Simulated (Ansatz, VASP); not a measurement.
# BN in VASP and in Ansatz

```
B N
1.0
     0.00000    1.78307    1.78307
     1.78307    0.00000    1.78307
     1.78307    1.78307    0.00000
B N
1 1
Cartesian
  0.0000 0.0000 0.0000
  2.6746 2.6746 2.6746
```

Change from the starting cell: volume scaled by 0.96, PAW files.

Alike in both runs: task electric field gradients; functional PBE; k mesh 13 × 13 × 13; occupations fermi-dirac, width 0.03 eV; no spin polarisation.

|  | VASP | Ansatz |
| --- | --- | --- |
| version | VASP 6.6.1 | Ansatz 0.2.0 |
| potentials or method | VASP PAW PBE potentials, release 64 (B, N) | PAW with Ansatz's default frozen-core files, scalar-relativistic |
| plane-wave cutoff (eV) | 520 | 420 |
| valence electrons in the cell | 8 | 8 |

```tsv
	VASP	Ansatz	Ansatz less VASP
gap on the k mesh at the Fermi level (eV)	4.58	4.59	+0.011
pressure (GPa)	20.2	19.8	-0.40
Vzz of the field gradient on the site that differs most (V/Å²)	0.0	0.0	0.00
```

Caveats: so large a pressure means that the cell lies far from this level's equilibrium, or that cutoff or potentials fall short (VASP); an odd mesh through Γ misses points on the zone boundary, where band edges often lie.
